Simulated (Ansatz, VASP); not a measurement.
## One calculation of KBr, 3 ways

The starting cell:

```
Br K
1.0
     0.00000    3.30000    3.30000
     3.30000    0.00000    3.30000
     3.30000    3.30000    0.00000
Br K
1 1
Direct
  0.50000 0.50000 0.50000
  0.00000 0.00000 0.00000
```

Alike in all runs: task relaxation of cell and atoms; functional PBE; k mesh 7 × 7 × 7; occupations fermi-dirac, width 0.05 eV; no spin polarisation; no spin-orbit coupling.

```tsv
program and potentials	plane-wave cutoff (eV)	notes	equilibrium volume (Å³/atom)
Ansatz, Ansatz PAW	420	-	37.61
Ansatz, all-electron LAPW, scalar-relativistic	-	-	37.60
VASP, PBE PAW files Br, K_sv, 600 eV	600	-	37.75
```

The equilibrium volume spans 37.60 (Ansatz, all-electron LAPW, scalar-relativistic) to 37.75 Å³/atom (VASP, PBE PAW files Br, K_sv, 600 eV), with all-electron results at 37.60. Relaxations stop with a little pressure left, so the last digit of a volume isn't settled.

Differences between rows come from potentials, basis sets and numerical settings, since the functional is the same but for its coding. Runs on potential files found faulty are left out.
